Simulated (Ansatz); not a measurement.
Cu Kα1 powder pattern (kinematic, no thermal factors).
```tsv
2θ (°)	relative intensity
15.48	16
26.98	77
27.17	100
31.25	17
35.21	7
38.67	52
41.75	5
47.67	23
47.78	50
48.14	28
53.18	10
53.50	4
55.62	5
56.05	10
58.11	9
60.63	6
62.98	8
63.28	16
65.20	2
67.85	2
69.80	3
70.54	1
71.90	5
74.44	3
76.23	2
76.32	12
76.59	10
77.04	12
80.56	5
82.93	7
84.67	5
85.46	3
88.83	1
88.92	2
89.18	4
89.62	2
```

The pattern is computed from a structure relaxed with DFT PBE, scalar-relativistic, plane waves, PAW in Ansatz 0.2.0. No spin polarisation. Its elements are Cd, S.

Question: Give the structure.

Answer: CdS.
Space group P3_221 (No. 154). a = 6.604 Å, b = 6.604 Å, c = 4.002 Å, α = 90.00°, β = 90.00°, γ = 120.00°
| atom | site | symmetry | x | y | z |
| --- | --- | --- | --- | --- | --- |
| Cd | 3a | .2. | 0.6202 | 0.0000 | 0.6667 |
| S | 3b | .2. | 0.3693 | 0.0000 | 0.1667 |

A pattern alone doesn't exclude other cells with like lines; this is the one computed.

The cell was found from a structure generator's guess, not taken from experiment.
